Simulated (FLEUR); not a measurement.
Runs of FLEUR MaX-R8.1 (later development tree) on BaZrO3. The structure is cubic, space group Pm-3m (No. 221). Conventional cell: a = 4.191 Å, b = 4.191 Å, c = 4.191 Å, α = 90.00°, β = 90.00°, γ = 90.00°. Ba (site symmetry m-3m) is surrounded by 12 O at 2.96 Å. Zr (site symmetry m-3m) has 6 O at 2.10 Å as nearest neighbours. O (site symmetry 4/mmm) has 2 Zr at 2.10 Å as nearest neighbours. 

```tsv
task	level	gmax	muffin-tin radii	max iterations	mixer history	density convergence	kmax	gap on the mesh (eV)
band structure	r2SCAN	15.4 1/bohr	Ba 2.66, Zr 2.22, O 1.45 bohr	80	30	0.0001 me/bohr^3	4.97 1/bohr	(a)
band structure	PBEsol	15.4 1/bohr	Ba 2.66, Zr 2.22, O 1.45 bohr	60	15	1e-05 me/bohr^3	4.97 1/bohr	3.15
band structure	LDA	15.4 1/bohr	Ba 2.66, Zr 2.22, O 1.45 bohr	60	15	1e-05 me/bohr^3	4.97 1/bohr	3.13
single point	PBEsol	15.7 1/bohr	Ba 2.66, Zr 2.18, O 1.42 bohr	60	15	1e-05 me/bohr^3	5.07 1/bohr	3.15
```

Alike in all rows: potentials or basis all-electron, FLAPW; no spin polarisation; cell as given; k mesh 6 × 6 × 6; smearing fermi-dirac 0.05 eV.

Fill in the values left out.

(a) 3.76.

Caveats: spin-orbit coupling is left out, which moves the levels of the heavy elements; the meta-GGA is that of a development version, with a GGA for the radial functions and cores and without core tails (some runs).

A k mesh can miss the band edges, and the runs leave out spin-orbit coupling on Ba, Zr.

Not every run made on this cell is shown here.
